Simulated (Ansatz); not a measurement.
# LiH (Fm-3m) in Ansatz: reference runs

Reference runs on LiH: the cell as given.

All numbers are computed with Ansatz 0.2.0; they aren't measurements. Logs are shortened: lines on timing, memory, paths and dates and some standing lists are left out, and cuts for length are marked.

### 1 Starting point

Symmetry: Fm-3m, No. 225, cubic system. Conventional cell: a = 4.074 Å, b = 4.074 Å, c = 4.074 Å, α = 90.00°, β = 90.00°, γ = 90.00°. Li (site symmetry m-3m) is surrounded by 6 H at 2.04 Å. H (site symmetry m-3m) has 6 Li at 2.04 Å as nearest neighbours.

### 2 Single point, PBEsol

The input, input.yaml:

```yaml
crystal:
  lattice:
    - [0.0, 2.03675, 2.03675]
    - [2.03675, 0.0, 2.03675]
    - [2.03675, 2.03675, 0.0]
  atoms:
    - { symbol: Li, position: [0.0, 0.0, 0.0] }
    - { symbol: H, position: [0.5, 0.5, 0.5] }
kpoints:
  mp_grid: { grid: [11, 11, 11] }
scf:
  occupations: { method: fermi_dirac, width: 0.05 }
hamiltonian:
  xc: pbesol
  pseudopotentials: { kind: all_electron, lapw: { basis_error: 0.001 } }
output:
  forces: true
  stress: true
  eigenvalues: true
  populations: true
```

Potentials or basis: all-electron LAPW, scalar-relativistic.

Command:

```
$ ansatz run input.yaml --threads 1 --pin off --max-ram 3072MiB --backend cpu --events-out ev --progress --plain --runs-dir out
```

Output:

```text
Warning: RAYON_NUM_THREADS=1 ignored (pool sized by the plan → 1); use --threads N
Li: projections on atomic orbitals take those of the free atom 1s2 2s1, of charge +0.00 (hamiltonian.pseudopotentials.projection_atoms)
H: projections on atomic orbitals take those of the free atom 1s1, of charge +0.00 (hamiltonian.pseudopotentials.projection_atoms)
LAPW: plane waves up to 6.773 Å⁻¹, error target 1.0e-3 eV per atom; small_component_spin mean_spin; H in spheres of 0.944 Å, 1 of its electrons in bands, Dirac shells []; Li in spheres of 1.093 Å, 3 of its electrons in bands, Dirac shells [] (how accurate: hamiltonian.pseudopotentials.lapw.basis_error, Limitations)
Engine: ansatz 0.2.0, aarch64-unknown-linux-gnu
Pseudopotentials: kind: all_electron
Pseudopotential: Li, LAPW, valence charge 3, lapw/all_electron/scalar/gaussian/Li, Koelling and Harmon's equation, gaussian nucleus
Pseudopotential: H, LAPW, valence charge 1, lapw/all_electron/scalar/gaussian/H, Koelling and Harmon's equation, gaussian nucleus
Functional definition: PBEsol
  exchange = pbesol_x
  correlation = pbesol_c
Crystal: 2 atoms, lattice volume = 16.898 Å³
Basis set: ecut = 174.77092053085033 eV, 89 PW (Γ), exchange–correlation at level 2
Bands: 6, of which v1, the nominal top of the filled ones, is band 2 counted from 1 (1 counted from 0)
Symmetry: 48 space group operations
Space group: Fm-3m (ITA 225), of the structure as read, at distance tolerance 2.6e-5 Å
k-points: 56 of 1331
Non-local potential: Li, projectors of the file, none
Non-local potential: H, projectors of the file, none
Initial density: superposition of atomic densities (chi_scale 0.1, normalization cell, long waves kept (reshape's long-wave potential 0.00 eV rms))
Initial wavefunctions: plane waves of lowest kinetic energy (no species holds an atomic orbital)
Functional: x = pbesol(κ = 0.804, μ = 0.12345679012345678), c = pbesol(β = 0.046)
iter 1 solved again at ethr=8.05e-3 eV; its pass at ethr=1.00e-1 eV (dr2=3.22e-1 eV) is discarded
SCF iter   1: F=—  HF=-219.723067 eV  |F-HF|=—  |Δ(HF+E_count)|=         —  Δρ=4.27e-2  dr2=3.22e-1  ethr=8.05e-3  ⟨swp⟩=2.0  Hψ=2658  notcnv=0
preconditioner: auto → none  [insulator: Δε(μ)=3.811 eV  Ē_g=14.151 eV  σ=0.050 eV  W_gap=1.00  n_scr=0 (ndim 8)  ℏωp=12.8 eV  f_vac=0.000  D(μ)=0.00/eV (n_scr^D=0)  ε∞_Penn≈1.8]
SCF iter   2: F=—  HF=-219.516810 eV  |F-HF|=—  |Δ(HF+E_count)|=   2.06e-1  Δρ=1.42e-2  dr2=3.62e-2  ethr=8.05e-3  ⟨swp⟩=2.0  Hψ=1008  notcnv=0
iter 3 solved again at ethr=2.37e-6 eV; its pass at ethr=9.05e-4 eV (dr2=9.48e-5 eV) is discarded
SCF iter   3: F=—  HF=-219.497774 eV  |F-HF|=—  |Δ(HF+E_count)|=   1.90e-2  Δρ=8.07e-4  dr2=9.47e-5  ethr=2.37e-6  ⟨swp⟩=2.0  Hψ=1680  notcnv=0
SCF iter   4: F=—  HF=-219.497985 eV  |F-HF|=—  |Δ(HF+E_count)|=         —  Δρ=8.62e-5  dr2=1.33e-6  ethr=2.37e-6  ⟨swp⟩=2.0  Hψ=784  notcnv=0
the basis was enlarged: its passes take 43.2 KiB over the memory plan, 1 of 1 planned eigensolver slots
SCF iter   5: F=-219.497985 eV  HF=-219.497985 eV  |F-HF|=1.48e-8  |Δ(HF+E_count)|=   2.03e-7  Δρ=2.19e-6  dr2=7.60e-10  ethr=3.31e-8  ⟨swp⟩=2.0  Hψ=785  notcnv=0
SCF 1 converged in 5 iterations: F = -219.497985 eV  dr2 = 7.60e-10
SCF converged after 5 iterations
Free energy (F): -219.497985 eV
Harris-Foulkes:  -219.497985 eV  (|F-HF|=1.48e-8)
Internal energy: -219.497985 eV  (E = F + TS)
E sigma→0 (E₀):  -219.497985 eV
Fermi energy:    1.856519 eV
--- Per-component energies (eV) ---
  E_band       = -90.453587
  E_kinetic    = 216.168157
  E_xc         = -58.945965
  E_electrostatic = -376.720178  (all electrons and nuclei)
  E_smearing   = -0.000000  (= −TS)
  E_closure    = 0.000000  (closes the sum)
  E_atoms      = -213.275044  (free atoms, spherical and without spin; not in F)
  Σ components = -219.497985   (vs F -219.497985, Δ=0.00e0)
  Basis errors (estimates in eV, not in F): energy 3.0e-4 per atom: plane waves 2.9e-4 (1.5e-4 summed), levels above the bands 2.7e-132, relativity 3.7e-10, radial functions 1.3e-5, core shells 0.0e0; eigenvalues (radial functions only) 4.3e-4; not estimated: angular momenta, meshes, grids; target (lapw.basis_error) 1.0e-3; muffin-tin radii H 0.944 Å, Li 1.093 Å
--- Forces (eV/Å), atoms counted from 1 ---
  atom   1  Li     0.00000000    -0.00000000    -0.00000000
  atom   2  H     -0.00000000     0.00000000    -0.00000000
  max |Σ_I F_I| component: 9.86e-31 eV/Å
--- Stress (GPa, compression-positive) ---
       -2.326327       0.000000      -0.000000
        0.000000      -2.326327      -0.000000
       -0.000000      -0.000000      -2.326327
  P = ⅓ Tr σ = -2.3263 GPa (-23.263 kbar)
--- Band table (eV; the first three rows and the last of 56) ---
  k-point 0: bands = ["-43.3724", "-4.9548", "15.8893", "17.6951", "17.6951", "17.6951"]
  k-point 1: bands = ["-43.3692", "-4.8104", "14.7093", "16.8181", "17.3658", "17.3658"]
  k-point 2: bands = ["-43.3604", "-4.3853", "11.8998", "15.6701", "16.7923", "16.7923"]
  k-point 55: bands = ["-43.3190", "0.0548", "5.1018", "5.9970", "11.7215", "17.2388"]
--- Löwdin populations: 2 sites ---
  site symbol       q [e]
     0     Li      2.4022
     1      H      1.5443
  spilling = 0.013364 (of n_electrons = 4.000000)
```

It took 2.5 s on 1 thread of Arm Neoverse N1, shared host; peak memory 0.19 GiB.

What came out:

```yaml
Free_energy: -219.4980 eV
Pressure: -2.3 GPa
Band_gap_on_the_k_mesh: 2.98 eV, direct
Loewdin_charges: Li +0.60; H -0.54 e
```

Caveat: an odd mesh through Γ misses points on the zone boundary, where band edges often lie.
